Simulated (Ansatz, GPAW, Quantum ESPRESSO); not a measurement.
**SnTe: programs and potentials compared**

```
CELL_PARAMETERS angstrom
0.00000 3.15085 3.15085
3.15085 0.00000 3.15085
3.15085 3.15085 0.00000
ATOMIC_POSITIONS crystal
Te 0.50000 0.50000 0.50000
Sn 0.00000 0.00000 0.00000
```

Alike in all runs: task single point; functional PBE; k mesh 7 × 7 × 7; occupations fermi-dirac, width 0.05 eV; no spin polarisation; no spin-orbit coupling. Pressure is positive in compression and, in plane waves, holds the error of the finite cutoff, which Ansatz's Pulay term estimates and takes out.

```csv
program and potentials,plane-wave cutoff (eV),notes,pressure (GPa)
"Ansatz, Ansatz PAW",600,15 valence electrons an atom on average,2.22
"GPAW, GPAW PAW data sets (gpaw-data 1.2.1)",600,10 valence electrons an atom on average,1.95
"Quantum ESPRESSO, SSSP 1.3 efficiency PBE",816,10 valence electrons an atom on average,?
```

Task: Estimate from the other rows what the run with Quantum ESPRESSO, SSSP 1.3 efficiency PBE gave.

Result: Pressure 2.11 GPa. The other rows, which needn't bracket it: pressure 1.95 to 2.22.
